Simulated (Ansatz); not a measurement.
Crystal: SiNi.

```
Ni Si
1.0
     2.94277    0.00000    0.00000
     0.00000    3.28033    0.00000
     0.00000    0.00000    4.67745
Ni Si
2 2
Direct
  0.50000 0.50000 0.34250
  0.00000 0.00000 0.65750
  0.50000 0.50000 0.84314
  0.00000 0.00000 0.15686
```

The cell is a database's computed one.

Base run:

* Program: Ansatz 0.2.0
* Functional: r2SCAN
* Potentials or basis: Ansatz PAW
* Cutoff: 500 eV
* Density cutoff: 2000 eV
* k mesh: 9 × 8 × 6
* Occupations: fermi-dirac, width 0.05 eV
* Spin: collinear spin, ferromagnetic start
* Starting moments: [1.0, 1.0, 0.0, 0.0] μB

Its results: band gap on the k mesh none (metal or under the smearing width); pressure 0.4 GPa; net moment 0.00 μB per cell; largest force 0.030 eV/Å.

**Question.** The run is repeated on the same cell with these changes: hubbard terms from none to Ni d U = 4 eV; hubbard projectors from none to ortho-atomic (the default). What comes out?

**Answer.** Band gap on the k mesh none (metal or under the smearing width); pressure -0.4 GPa; net moment 0.00 μB per cell; largest force 0.057 eV/Å.

Caveats: the magnetic or orbital state may not be the lowest; the PAW data sets come from PBE, with cores solved anew for the run's functional, which leaves a small shift of forces and pressure; the U is typed as a test and isn't derived for this compound (some runs).

Not every run made on this cell is shown here.
